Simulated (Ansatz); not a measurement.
Method: Ansatz, DFT PBE, scalar-relativistic, plane waves, PAW. All cells share a 420 eV cutoff and Γ-centred k meshes spaced at most about 0.3 Å⁻¹ (about 0.25 or finer for metals, 2π included). No spin polarisation.

Energies over the elements count from the elements' standard structures at the same level (N₂ as a molecule), with no fitted energy shifts.

These are static total energies at zero pressure. The comparison covers the computed candidates alone. Spin–orbit coupling, which can matter for Ta, is left out.

A search for Ta₅N gave 4 distinct relaxed structures. Coordination counts Ta atoms around N (those within 1.25 times the shortest such distance or 1.15 times the sum of covalent radii, 1.27 where that leaves under three). Cells relaxed within their symmetry can be saddle points.

Task: Which structure of Ta₅N came out lowest?

Result: The one with space group I4/mmm (No. 139), reached from: a cell proposed by chemical analogy. It has a = 3.251 Å, c = 18.188 Å, 16.0 Å³/atom, no gap on the mesh. Ta on a site of symmetry 4mm has 1 N at 2.06 Å, 4 Ta at 2.83 Å and 9 Ta at 3.09–3.32 Å; Ta on a site of symmetry 4/mmm has 4 N at 2.30 Å, 12 Ta at 3.09–3.25 Å and 2 Ta at 3.71 Å; around Ta on a second site of symmetry 4mm lie 8 Ta at 2.83–2.84 Å, 5 Ta at 3.25–3.32 Å and 1 Ta at 3.71 Å; around N lie 2 Ta at 2.06 Å and 4 Ta at 2.30 Å. Its energy over the elements is −0.37 eV/atom. Whether it is stable depends on the other phases of the system, which aren't compared here. An observed structure of this formula, if there is one, may be missing.

```yaml
crystal:
  lattice:
    - [-1.62542, 1.62542, 9.09396]
    - [1.62542, -1.62542, 9.09396]
    - [1.62542, 1.62542, -9.09396]
  atoms:
    - { symbol: Ta, position: [0.61319, 0.61319, 0.00000] }
    - { symbol: Ta, position: [0.38681, 0.38681, 0.00000] }
    - { symbol: Ta, position: [0.00000, 0.00000, 0.00000] }
    - { symbol: Ta, position: [0.20403, 0.20403, 0.00000] }
    - { symbol: Ta, position: [0.79597, 0.79597, 0.00000] }
    - { symbol: N, position: [0.50000, 0.50000, 0.00000] }
```

Task: How much higher is the P-3m1 structure with 16.3 Å³/atom and coordination N 6 (reached from: a cell proposed by chemical analogy)?

Result: 71 meV/atom. It has no gap on its mesh.

Task: How much higher is the P4/nmm structure with 15.8 Å³/atom and coordination N 6 (reached from: a cell proposed by chemical analogy)?

Result: 48 meV/atom. It has no gap on its mesh.

Some types were kept out of the candidates beforehand, so the set may lack a known form.
